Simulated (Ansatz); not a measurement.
NaI:

```xyz
2
Lattice="0.0000 3.2364 3.2364 3.2364 0.0000 3.2364 3.2364 3.2364 0.0000" Properties=species:S:1:pos:R:3 pbc="T T T"
I     3.2364    3.2364    3.2364
Na    0.0000    0.0000    0.0000
```

Base run:

| Property | Result |
| --- | --- |
| Program | Ansatz 0.2.0 |
| Functional | LDA |
| Potentials or basis | Ansatz PAW |
| Cutoff | 420 eV |
| Density cutoff | 1680 eV |
| k mesh | 7 × 7 × 7 |
| Occupations | fermi-dirac, width 0.05 eV |
| Spin | no spin polarisation |

Its results: band gap on the k mesh 3.33 eV, direct; pressure -1.6 GPa.

**Question.** The run is repeated on the same cell with these changes: functional from LDA to r2SCAN; cutoff from 420 eV to 500 eV; density cutoff from 1680 eV to 2000 eV. What comes out?

**Answer.** Band gap on the k mesh 4.43 eV, direct; pressure -0.1 GPa.

r2SCAN gives the wider gap, since meta-GGAs in the generalised Kohn-Sham scheme recover part of the derivative discontinuity.

Caveats: spin-orbit coupling is left out, which moves the levels of the heavy elements; the PAW data sets come from PBE, with cores solved anew for the run's functional, which leaves a small shift of forces and pressure.

Not every run made on this cell is shown here.
